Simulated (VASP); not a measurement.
Input of a VASP 6.6.1 run:

INCAR

```
PREC = Accurate
ENCUT = 520
EDIFF = 1E-7
ISMEAR = 0
SIGMA = 0.1
LREAL = False
LASPH = True
NELM = 60
ALGO = Fast
ISIF = 2
LWAVE = False
LCHARG = False
GGA = PE
NBANDS = 21
```

File KPOINTS:

```
Automatic mesh
0
Gamma
  4 4 4
```

The input POSCAR:

```
AlN
1.0
    3.9771853000      0.0000000000      0.0000000000
    0.0000000000      3.9771853000      0.0000000000
    0.0000000000      0.0000000000      3.9771853000
Al N
3 3
Direct
    0.5000000000      0.5000000000      0.0000000000
    0.5000000000      0.0000000000      0.5000000000
    0.0000000000      0.5000000000      0.5000000000
    0.0000000000      0.0000000000      0.5000000000
    0.0000000000      0.5000000000      0.0000000000
    0.5000000000      0.0000000000      0.0000000000
```

Potentials or basis: VASP PAW PBE potentials, release 64 (Al, N).

Command:

```console
$ cat potpaw_PBE.64/Al/POTCAR potpaw_PBE.64/N/POTCAR > POTCAR
$ mpirun -np 1 vasp_std > vasp.out
```

(1) What does it give for the band gap on the k mesh?

(2) Estimate the pressure.

## Answers

(1) none (metal or under the smearing width).

(2) -4.2 GPa.

Caveat: the k mesh is coarse (spacing up to 0.39 Å⁻¹), so the values aren't converged.
